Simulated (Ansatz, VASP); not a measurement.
W in VASP and in Ansatz

INCAR

```
SYSTEM = W
ALGO = Normal ; EDIFF = 1E-8
ENCUT = 520 ; GGA = PE
ISIF = 2 ; ISMEAR = -1
LASPH = .True. ; LCHARG = .False.
LEFG = .True. ; LREAL = .False.
LWAVE = .False. ; NBANDS = 13
NELM = 60 ; PREC = Accurate
SIGMA = 0.08
```

KPOINTS

```
k-points
0
Gamma
  14 14 14
  0 0 0
```

The input POSCAR:

```
W
1.0
   -1.5707514358      1.5707514358      1.5707514358
    1.5707514358     -1.5707514358      1.5707514358
    1.5707514358      1.5707514358     -1.5707514358
W
1
Direct
    0.0000000000      0.0000000000      0.0000000000
```

Input for Ansatz:

```yaml
crystal:
  lattice:
    - [-1.5707514358, 1.5707514358, 1.5707514358]
    - [1.5707514358, -1.5707514358, 1.5707514358]
    - [1.5707514358, 1.5707514358, -1.5707514358]
  atoms:
    - { symbol: W, position: [0.0, 0.0, 0.0] }
kpoints:
  mp_grid: { grid: [14, 14, 14] }
scf:
  occupations: { method: fermi_dirac, width: 0.08 }
hamiltonian:
  xc: pbe
  pseudopotentials: { kind: paw }
output:
  forces: true
  stress: true
  eigenvalues: true
  efg: { contact_densities: true }
```

Change from the starting cell: volume scaled by 0.96, PAW files.

Alike in both runs: task electric field gradients; functional PBE; k mesh 14 × 14 × 14; occupations fermi-dirac, width 0.08 eV; no spin polarisation.

|  | VASP | Ansatz |
| --- | --- | --- |
| version | VASP 6.6.1 | Ansatz 0.2.0 |
| potentials or method | VASP PAW PBE potentials, release 64 (W_sv) | PAW with Ansatz's default frozen-core files, scalar-relativistic |
| plane-wave cutoff (eV) | 520 | 420 |
| valence electrons in the cell | 14 | 14 |

```csv
,VASP,Ansatz,Ansatz less VASP
pressure (GPa),14.1,13.4,-0.69
Vzz of the field gradient on the site that differs most (V/Å²),0.0,0.0,0.00
```

Ansatz warned: «gradients_without_spin_orbit».

The runs have no spin-orbit coupling, so splittings on W are missing.
